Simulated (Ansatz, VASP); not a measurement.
## One calculation of HfO2, two programs

Contents of INCAR:

```
PREC = Accurate ; ENCUT = 520
EDIFF = 1E-6 ; ISMEAR = 0
SIGMA = 0.05 ; LREAL = False
LASPH = True ; NELM = 100
ALGO = Normal ; ISIF = 2
LWAVE = False ; LCHARG = True
GGA = PS ; LELF = True
LVHAR = True ; NBANDS = 18
```

The input KPOINTS:

```
regular mesh
0
Gamma
  8 8 8
```

The input POSCAR:

```
HfO2
1.0
    0.0667889247      2.5102861703      2.5102861703
    2.5102861703      0.0667889247      2.5102861703
    2.5102861703      2.5102861703      0.0667889247
Hf O
1 2
Direct
    0.0000000000      0.0000000000      0.0000000000
    0.2500000000      0.2500000000      0.2500000000
    0.7500000000      0.7500000000      0.7500000000
```

Input for Ansatz:

```yaml
crystal:
  lattice:
    - [0.0667889247, 2.5102861703, 2.5102861703]
    - [2.5102861703, 0.0667889247, 2.5102861703]
    - [2.5102861703, 2.5102861703, 0.0667889247]
  atoms:
    - { symbol: Hf, position: [0.0, 0.0, 0.0] }
    - { symbol: O, position: [0.25, 0.25, 0.25] }
    - { symbol: O, position: [0.75, 0.75, 0.75] }
basis:
  ecutwfc: 520.0
kpoints:
  mp_grid: { grid: [8, 8, 8] }
hamiltonian:
  xc: pbesol
  pseudopotentials: { kind: paw, azcp: { folder: soft_1 } }
scf:
  occupations: { method: gaussian, width: 0.05 }
output:
  forces: true
  stress: true
  eigenvalues: true
```

Alike in both runs: task single point; functional PBEsol; k mesh 8 × 8 × 8; occupations gaussian, width 0.05 eV; no spin polarisation.

|  | VASP | Ansatz |
| --- | --- | --- |
| version | VASP 6.6.1 | Ansatz 0.2.0 |
| potentials or method | VASP PAW PBE potentials, release 64 (Hf_pv, O) | scalar-relativistic, plane waves, PAW |
| plane-wave cutoff (eV) | 520 | 520 |
| valence electrons in the cell | 22 | 38 |

```csv
,VASP,Ansatz,Ansatz less VASP
gap on the k mesh at the Fermi level (eV),3.87,3.83,-0.039
least direct gap on the mesh (eV),3.87,3.83,-0.039
pressure (GPa),12.6,16.9,+4.28
largest component of the traceless stress (GPa),3.16,3.26,+0.100
rms of the force components (eV/Å),0.202,0.215,+0.0132
```

Atom by atom the forces differ by 0.013 eV/Å (rms over components). One of these differences is far larger than is usual between the two programs; its cause wasn't traced. With one functional, cell and mesh, what is left measures potentials, basis and numerics. The two sets of potentials don't hold the same shells in valence. Ansatz warned: «pseudo_functional_mismatch».

Caveats: the PAW data sets were made with another functional, which shifts forces and pressure a little (VASP); spin-orbit coupling is left out, which moves the levels of the heavy elements. A k mesh can miss the band edges.
